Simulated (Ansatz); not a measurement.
Ge:

```xyz
4
Lattice="3.9976 0.0000 0.0000 -1.9988 3.4620 0.0000 0.0000 0.0000 6.5994" Properties=species:S:1:pos:R:3 pbc="T T T"
Ge    0.0000    2.3080    6.1843
Ge    1.9988    1.1540    2.8846
Ge    0.0000    2.3080    3.7148
Ge    1.9988    1.1540    0.4151
```

This isn't the form of Ge at room conditions, which is diamond.

Below is the output of Ansatz 0.2.0 for this cell. Logs are shortened: lines on timing, memory, paths and dates and some standing lists are left out, and cuts for length are marked.

```text
Warning: RAYON_NUM_THREADS=2 ignored (pool sized by the plan → 2); use --threads N
Engine: ansatz 0.2.0, aarch64-unknown-linux-gnu
Pseudopotentials: kind: paw
Pseudopotential: Ge, paw, valence charge 14, recommended cutoff 420 eV (normal), Ge.paw.azcp
Functional definition: PBE
  parameter kappa = 0.804
  parameter beta = 0.06672455060314922
  exchange = pbe_x(kappa = kappa, mu = beta*pi^2/3)
  correlation = pbe_c(beta = beta)
Crystal: 4 atoms, lattice volume = 91.333 Å³
Basis set: ecut = 420 eV, 1763 PW (Γ), exchange–correlation on 54×54×90 points (8 copies of the dense FFT grid, shifted against one another)
Bands: 34, of which v1, the nominal top of the filled ones, is band 28 counted from 1 (27 counted from 0)
Symmetry: 24 space group operations
Space group: P63/mmc (ITA 194), of the structure as read, at distance tolerance 4.5e-5 Å
k-points: 30 of 256
Non-local potential: Ge, projectors of the file, l = 0: 2, l = 1: 2, l = 2: 3, l = 3: 1
PAW form: soft (Blöchl's): semilocal exchange-correlation on the pseudo side does not see the compensation charge
PAW one-centre angular grid: Ge, 590 points (default); XC on 64 Gauss nodes
Initial density: superposition of atomic densities (neutral atoms: chi_scale 0, normalization atom), corrected by the library's trained network
Initial wavefunctions: pseudopotential atomic-orbital guess
Functional: x = pbe(κ = 0.804, μ = 0.2195149727645171), c = pbe(β = 0.06672455060314922)
SCF iter   1: F=—  HF=-17179.823107 eV  |F-HF|=—  |Δ(HF+E_count)|=         —  Δρ=1.19e-3  dr2=1.40e-3  ethr=1.77e-3  ⟨swp⟩=6.3  Hψ=3821  notcnv=0
preconditioner: auto → Resta (q_TF=auto, 2.515 Å⁻¹)  ε∞=2.7  [insulator: Δε(μ)=0.118 eV  Ē_g=22.572 eV  σ=0.027 eV  W_gap=1.00  n_scr=22 (ndim 8)  ℏωp=29.1 eV  f_vac=0.070  D(μ)=0.00/eV (n_scr^D=0)  ε∞_Penn≈2.7]
SCF iter   2: F=—  HF=-17179.821635 eV  |F-HF|=—  |Δ(HF+E_count)|=   1.47e-3  Δρ=9.12e-4  dr2=5.55e-4  ethr=2.50e-6  ⟨swp⟩=2.0  Hψ=2073  notcnv=0  defer=8
SCF iter   3: F=—  HF=-17179.821497 eV  |F-HF|=—  |Δ(HF+E_count)|=   1.37e-4  Δρ=4.31e-4  dr2=1.64e-4  ethr=9.90e-7  ⟨swp⟩=2.0  Hψ=1771  notcnv=0  defer=10
SCF iter   4: F=—  HF=-17179.821571 eV  |F-HF|=—  |Δ(HF+E_count)|=   7.38e-5  Δρ=1.47e-4  dr2=1.71e-5  ethr=2.93e-7  ⟨swp⟩=2.1  Hψ=1777  notcnv=0  defer=10
SCF iter   5: F=—  HF=-17179.821448 eV  |F-HF|=—  |Δ(HF+E_count)|=   1.23e-4  Δρ=5.69e-5  dr2=1.72e-6  ethr=3.06e-8  ⟨swp⟩=2.0  Hψ=1806  notcnv=0  defer=10
SCF iter   6: F=-17179.821448 eV  HF=-17179.821448 eV  |F-HF|=1.51e-9  |Δ(HF+E_count)|=   2.75e-7  Δρ=3.13e-6  dr2=7.57e-9  ethr=1.79e-10  ⟨swp⟩=9.0  Hψ=6948  notcnv=0
SCF 1 converged in 6 iterations: F = -17179.821448 eV  dr2 = 7.57e-9
  greatest PAW one-centre occupation: 0.998 electrons in one spin orbital (limit 2), on the Ge atom at site 3 (counted from 0), in its partial waves of l = 2
SCF converged after 6 iterations
Free energy (F): -17179.821448 eV
Harris-Foulkes:  -17179.821448 eV  (|F-HF|=1.51e-9)
Internal energy: -17179.821447 eV  (E = F + TS)
E sigma→0 (E₀):  -17179.821448 eV
Entropy (-TS):   -0.000001 eV (-0.000 meV/atom)
Fermi energy:    8.568309 eV
--- Per-component energies (eV) ---
  E_band       = -602.300981
  E_kinetic    = 445.992452
  E_local      = -9920.762470  (includes V_loc(G=0)·N_el)
  E_nonlocal   = 1674.264397
  E_hartree    = 4354.364470
  E_xc         = -302.338052
  E_vxc        = -258.527673  (∫ρ·V_xc dr)
  E_paw        = -8079.618123  (= ΣΔE_a)
  E_vpaw       = -1251.994773  (= ΣTr[D̂ρ^β])
  E_aug_tail   = 0.001446  (compensation charges beyond the density's cutoff)
  E_ewald      = -5351.725568
  E_smearing   = -0.000001  (= −TS)
  E_closure    = -0.000000  (closes the sum)
  Σ components = -17179.821448   (vs F -17179.821448, Δ=0.00e0)
--- Forces (eV/Å), atoms counted from 1 ---
  atom   1  Ge     0.00000000    -0.00000000    -0.01873103
  atom   2  Ge    -0.00000000     0.00000000    -0.01873103
  atom   3  Ge    -0.00000000    -0.00000000     0.01873103
  atom   4  Ge     0.00000000     0.00000000     0.01873103
  max |Σ_I F_I| component: 9.25e-18 eV/Å
--- Stress (GPa, compression-positive) ---
        3.046534      -0.000000       0.000000
       -0.000000       3.046534       0.000000
        0.000000       0.000000       2.820812
  P = ⅓ Tr σ = 2.9713 GPa (29.713 kbar)
--- Band table (eV; the first three rows and the last of 30) ---
  k-point 0: bands = ["-16.3632", "-16.3632", "-16.3251", "-16.3251", "-16.3250", "-16.3121", "-16.3000", "-16.3000", "-16.2479", "-16.2479", "-16.1238", "-16.1238", "-16.1104", "-16.0946", "-16.0903", "-16.0903", "-16.0727", "-16.0727", "-16.0428", "-16.0428", "-4.2573", "-2.2189", "0.9113", "7.0377", "7.0377", "8.3584", "8.4370", "8.5084", "8.6345", "8.6345", "10.7799", "10.7799", "11.2652", "13.0624"]
  k-point 1: bands = ["-16.3590", "-16.3590", "-16.3338", "-16.3338", "-16.3225", "-16.3133", "-16.2904", "-16.2904", "-16.2555", "-16.2555", "-16.1181", "-16.1181", "-16.1087", "-16.0976", "-16.0953", "-16.0953", "-16.0672", "-16.0672", "-16.0466", "-16.0466", "-4.0702", "-2.7382", "1.8093", "6.0172", "7.2019", "7.2019", "8.2762", "8.2762", "8.6370", "9.8216", "11.1462", "11.1462", "11.7782", "12.6622"]
  k-point 2: bands = ["-16.3479", "-16.3479", "-16.3479", "-16.3479", "-16.3172", "-16.3172", "-16.2726", "-16.2726", "-16.2726", "-16.2726", "-16.1062", "-16.1062", "-16.1062", "-16.1062", "-16.1038", "-16.1038", "-16.0563", "-16.0563", "-16.0563", "-16.0563", "-3.5281", "-3.5281", "3.7115", "3.7115", "7.6608", "7.6608", "7.6608", "7.6608", "9.2062", "9.2062", "11.8818", "11.8818", "11.8818", "11.8818"]
  k-point 29: bands = ["-16.3771", "-16.3771", "-16.3558", "-16.3558", "-16.2912", "-16.2912", "-16.2301", "-16.2301", "-16.2143", "-16.2143", "-16.1715", "-16.1715", "-16.1469", "-16.1469", "-16.1192", "-16.1192", "-16.0461", "-16.0461", "-16.0220", "-16.0220", "-1.2720", "-1.2720", "0.4572", "0.4572", "4.4090", "4.4090", "6.4457", "6.4457", "9.7725", "9.7725", "12.7706", "12.7706", "13.2905", "13.2905"]
```

What input gives this log?

Single point with PBE, no spin polarisation. The files as run (others can give the same):

input.yaml
```yaml
crystal:
  lattice:
    - [3.9975858431, 0.0, 0.0]
    - [-1.9987929216, 3.462010894, 0.0]
    - [0.0, 0.0, 6.59937795]
  atoms:
    - { symbol: Ge, position: [0.3333333333, 0.6666666667, 0.93709875] }
    - { symbol: Ge, position: [0.6666666667, 0.3333333333, 0.43709875] }
    - { symbol: Ge, position: [0.3333333333, 0.6666666667, 0.56290125] }
    - { symbol: Ge, position: [0.6666666667, 0.3333333333, 0.06290125] }
hamiltonian:
  xc: pbe
  pseudopotentials: { kind: paw }
kpoints:
  mp_grid: { grid: [8, 8, 4] }
scf:
  occupations: { method: gaussian, width: 0.027 }
output:
  forces: true
  stress: true
  eigenvalues: true
  write_density: true
  write_potential: true
  elf: true
  volumetric_format: npy
```

Potentials or basis: Ansatz PAW.
The run is started by
```bash
$ ansatz run input.yaml --threads 2 --pin off --max-ram 5632MiB --backend cpu --events-out ev --progress --plain --runs-dir out
```
